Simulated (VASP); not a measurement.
The system is CdTe.

```
Cd Te
1.0
     0.00000    3.24767    3.24767
     3.24767    0.00000    3.24767
     3.24767    3.24767    0.00000
Cd Te
1 1
Direct
  0.00000 0.00000 0.00000
  0.75000 0.75000 0.75000
```

The cell is a database's computed one.

Base run:

| Item | Value |
| --- | --- |
| Program | VASP 6.6.1 |
| Functional | r2SCAN |
| Potentials or basis | VASP PAW PBE potentials, release 64 (Cd, Te) |
| Cutoff | 520 eV |
| k mesh | 10 × 10 × 10 |
| Occupations | gaussian, width 0.02 eV |
| Spin | no spin polarisation |

Its results: band gap on the k mesh 1.25 eV, direct.

Q: The run is repeated on the same cell with these changes: functional from r2SCAN to TB-mBJ. What comes out?

A: Band gap on the k mesh 1.80 eV, direct.

Caveats: spin-orbit coupling is left out, which moves the levels of the heavy elements.
